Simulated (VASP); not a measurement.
# Settings for Au: spin susceptibility from a Zeeman field

Au, Fm-3m (no. 225), 1 atom in the cell. LDA, Zeeman field on the spins; PAW potentials Au (LDA set). VASP 6.6.1.

Wanted: spin response within 6 %; stoner enhancement within 4 %.

POSCAR:
```
Au
1.0
    0.0000000000      2.0350000000      2.0350000000
    2.0350000000      0.0000000000      2.0350000000
    2.0350000000      2.0350000000      0.0000000000
Au
1
Direct
    0.0000000000      0.0000000000      0.0000000000
```

The series start from Electronic algorithm: Normal; Cutoff (eV): 400; SCF threshold (eV): 1e-7; Field BEXT (eV): 0.01; Smearing: MP 0.1; k-point spacing (1/Å): 0.14. Each series keeps the choices made before it, and each single choice may use up half of a tolerance. Times cover all steps of a run.

## Electronic algorithm

| Electronic algorithm | Spin response (muB per atom per eV) | Stoner enhancement | Time (s) |
|---|---|---|---|
| Normal | 0.266 | 1.068 | 83 |
| Fast | 0.266 | 1.068 | 79 |

Chosen: Normal; no other choice that stays within half of the tolerance saves 30 % of the time.

## Cutoff (eV)

| Cutoff (eV) | Spin response (muB per atom per eV) | Stoner enhancement | Time (s) |
|---|---|---|---|
| 300 | 0.267 | 1.068 | 43 |
| 350 | 0.266 | 1.068 | 75 |
| 400 | 0.266 | 1.068 | 83 |
| 450 | 0.266 | 1.068 | 91 |
| 520 | 0.266 | 1.068 | 92 |
| 600 (reference) | 0.266 | 1.068 | 96 |

Chosen: 300, the loosest value from which every tighter one stays within half of the tolerance.

## SCF threshold (eV)

| SCF threshold (eV) | Spin response (muB per atom per eV) | Stoner enhancement | Time (s) |
|---|---|---|---|
| 1e-5 | 0.27 | 1.08 | 46 |
| 1e-6 | 0.2705 | 1.082 | 48 |
| 1e-7 | 0.267 | 1.068 | 43 |
| 1e-8 (reference) | 0.266 | 1.064 | 55 |

Chosen: 1e-5.

## Field BEXT (eV)

| Field BEXT (eV) | Spin response (muB per atom per eV) | Stoner enhancement | Time (s) |
|---|---|---|---|
| 0.05 | 0.2656 | 1.066 | 48 |
| 0.02 | 0.2702 | 1.081 | 47 |
| 0.01 | 0.27 | 1.08 | 46 |
| 0.005 (reference) | 0.27 | 1.08 | 49 |

Chosen: 0.05.

## Smearing

| Smearing | Spin response (muB per atom per eV) | Stoner enhancement | Time (s) |
|---|---|---|---|
| MP 0.2 | 0.2936 | 1.073 | 50 |
| MP 0.1 | 0.2656 | 1.066 | 48 |
| Fermi-Dirac 0.026 | 0.2724 | 1.066 | 53 |
| tetrahedron (reference) | 0.3032 | 1.076 | 60 |

Chosen: tetrahedron; the one before it in the list is off by more than half of the tolerance.

## k-point spacing (1/Å)

| k-point spacing (1/Å) | Spin response (muB per atom per eV) | Stoner enhancement | Time (s) |
|---|---|---|---|
| 0.25 | 0.3156 | 1.079 | 18 |
| 0.18 | 0.3124 | 1.079 | 31 |
| 0.14 | 0.3032 | 1.076 | 60 |
| 0.11 | 0.3054 | 1.076 | 95 |
| 0.09 | 0.3038 | 1.076 | 157 |
| 0.075 (reference) | 0.304 | 1.076 | 251 |

Chosen: 0.18.

## All choices together

| Input | Spin response (muB per atom per eV) | Stoner enhancement | Time (s) |
|---|---|---|---|
| mesh and threshold of an ordinary ground state (naive) | 0.009 | 1 | 9.6 |
| chosen settings | 0.3124 | 1.079 | 31 |
| reference settings throughout | 0.302 | 1.071 | 502 |

The tolerance is met.

## The input

INCAR.step1:
```
  ALGO = Normal
  EDIFF = 1E-5
  ENCUT = 300
  GGA = CA
  ISMEAR = -5
  ISPIN = 2
  LASPH = T
  LCHARG = T
  LMAXMIX = 4
  LORBIT = 11
  LREAL = F
  LWAVE = F
  MAGMOM = 1*0
  NBANDS = 12
  NELM = 200
  PREC = Accurate
  SIGMA = 0.1
  VOSKOWN = 1
```

INCAR.step2, as INCAR.step1 but for:
```
- LCHARG = T
+ BEXT = -0.05
+ ICHARG = 11
+ LCHARG = F
```

INCAR.step3, as INCAR.step2 but for:
```
- BEXT = -0.05
+ BEXT = 0.05
```

INCAR.step4, as INCAR.step3 but for:
```
- BEXT = 0.05
- ICHARG = 11
+ BEXT = -0.05
+ ICHARG = 1
```

INCAR.step5, as INCAR.step4 but for:
```
- BEXT = -0.05
+ BEXT = 0.05
```

KPOINTS:
```
Automatic mesh
0
Gamma
  15 15 15
  0 0 0
```

Commands (each step's output is kept before the next begins):
```
cat potpaw_LDA.64/Au/POTCAR > POTCAR
cp INCAR.step1 INCAR
mpirun -np 4 vasp_std > vasp.out
cp INCAR.step2 INCAR
mpirun -np 4 vasp_std > vasp.out
cp INCAR.step3 INCAR
mpirun -np 4 vasp_std > vasp.out
cp INCAR.step4 INCAR
mpirun -np 4 vasp_std > vasp.out
cp INCAR.step5 INCAR
mpirun -np 4 vasp_std > vasp.out
```

The chosen input took VASP 6.6.1 31 s on 4 cores (Intel Xeon Platinum 8488C (Sapphire Rapids)), a shared host.

## An input that fails: field typed in tesla, read as eV

It runs to its end, but against the unchanged starting input it is off by 76 % in the spin response, 2.2 % in the stoner enhancement.

Changes against the starting input:
```
(step 1)
- NELM = 200
+ NELM = 60
(step 2)
- NELM = 200
- BEXT = -0.01
+ NELM = 60
+ BEXT = -5
(step 3)
- NELM = 200
- BEXT = 0.01
+ NELM = 60
+ BEXT = 5
(step 4)
- NELM = 200
- BEXT = -0.01
+ NELM = 60
+ BEXT = -5
(step 5)
- NELM = 200
- BEXT = 0.01
+ NELM = 60
+ BEXT = 5
```
